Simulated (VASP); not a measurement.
Wanted: the native input for a VASP 6.6.1 run.

```
Task                   : single point
Functional             : PBE
Potentials or basis    : VASP PAW PBE potentials, release 64 (Li_sv, F)
Cutoff                 : 520 eV
k mesh                 : 10 × 10 × 10
Occupations            : gaussian, width 0.05 eV
Spin                   : no spin polarisation
Dipole correction      : no
Further INCAR settings : ALGO = Normal; EDIFF = 1e-07; NBANDS = 12
```

The structure of LiF lies in POSCAR:

```
LiF
1.0
    0.0000000000      2.1902250000      2.0140000000
    2.0140000000      0.0000000000      2.0140000000
    2.0140000000      2.1902250000      0.0000000000
Li F
1 1
Direct
    0.0000000000      0.0000000000      0.0000000000
    0.5000000000      0.5000000000      0.5000000000
```

The cell isn't the ideal one: strain +0.0875 x Voigt [0, 1, 0, 0, 0, 0], atoms carried along.

These files were run (other wordings do the same):

INCAR

```
SYSTEM = LiF
PREC = Accurate
ENCUT = 520
EDIFF = 1E-7
ISMEAR = 0
SIGMA = 0.05
LREAL = .FALSE.
LASPH = .TRUE.
NELM = 80
ALGO = Normal
ISIF = 2
LWAVE = .FALSE.
LCHARG = .TRUE.
GGA = PE
LELF = .TRUE.
LVHAR = .TRUE.
NBANDS = 12
```

KPOINTS

```
Automatic mesh
0
G
  10 10 10
  0 0 0
```

Potentials or basis: VASP PAW PBE potentials, release 64 (Li_sv, F).

Command:

```sh
$ cat potpaw_PBE.64/Li_sv/POTCAR potpaw_PBE.64/F/POTCAR > POTCAR
$ mpirun -np 1 vasp_std > vasp.out
```

It gave:

```json
{
 "Band gap on the k mesh": "8.28 eV, direct"
}
```

Wall time 11 s on 1 thread of Intel(R) Xeon(R) Platinum 8488C (Sapphire Rapids), with other jobs on the host, peak memory 0.14 GiB.
